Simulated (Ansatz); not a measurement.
# Al2O3 under strain — ¹⁷O NMR of the central transition

Cell: a refined structure from the COD, relaxed with PBE at fixed cell and then changed (z stretched by 1 %, ions relaxed).

```
Al O
1.0
     2.38025    1.37424    4.37519
    -2.38025    1.37424    4.37519
     0.00000   -2.74848    4.37519
Al O
4 6
Direct
  0.35179 0.35179 0.35179
  0.14821 0.14821 0.14821
  0.64821 0.64821 0.64821
  0.85179 0.85179 0.85179
  0.55674 0.94326 0.25000
  0.25000 0.55674 0.94326
  0.94326 0.25000 0.55674
  0.44326 0.05674 0.75000
  0.75000 0.44326 0.05674
  0.05674 0.75000 0.44326
```

Atoms are numbered from 1 in the order listed; like atoms form one site, named after its first atom.

Method: Kohn–Sham DFT in Ansatz, PBE, plane waves and PAW, scalar-relativistic, 420 eV cutoff, Γ-centred 8×8×8 k-points, Fermi–Dirac smearing 0.02 eV.

¹⁷O has I = 5/2 and Q = -25.58 mb (Pyykkö 2018); at 23.5 T its Larmor frequency is ν₀ = 135.7 MHz. Only the quadrupole interaction is simulated: positions count from each site's isotropic chemical shift, and J coupling is left out, as are shift anisotropy and dipolar coupling, which fast spinning averages.

Problem. Give C_Q, η, the quadrupolar product P_Q = |C_Q|(1 + η²/3)^½, the second-order isotropic shift and the breadth of the pattern (fast magic-angle spinning) for each O site.

Solution. 

| site | first shell | C_Q (MHz) | η | P_Q (MHz) | δ_QIS (ppm) | breadth (kHz) |
| --- | --- | --- | --- | --- | --- | --- |
| O | 4 Al at 1.86–1.98 Å; also 2 Al at 3.23 Å | 2.45 | 0.60 | 2.59 | -2.18 | 0.686 |

δ_QIS = −(ν_Q²/30ν₀²)[I(I+1) − 3/4](1 + η²/3) × 10⁶ ppm with ν_Q = 3|C_Q|/[2I(2I−1)]; it falls as 1/B₀² in ppm, and the breadth as 1/B₀ in kHz.

The relaxation (3 steps) took 7.4 s of wall time (23 s of CPU time) and 0.55 GiB at its peak, on 4 threads of Intel Xeon Platinum 8488C (Sapphire Rapids) (x86_64; 16 cores open to the job, memory cap 8.0 GiB, no GPU), a shared host with a load of 0.4 a core.
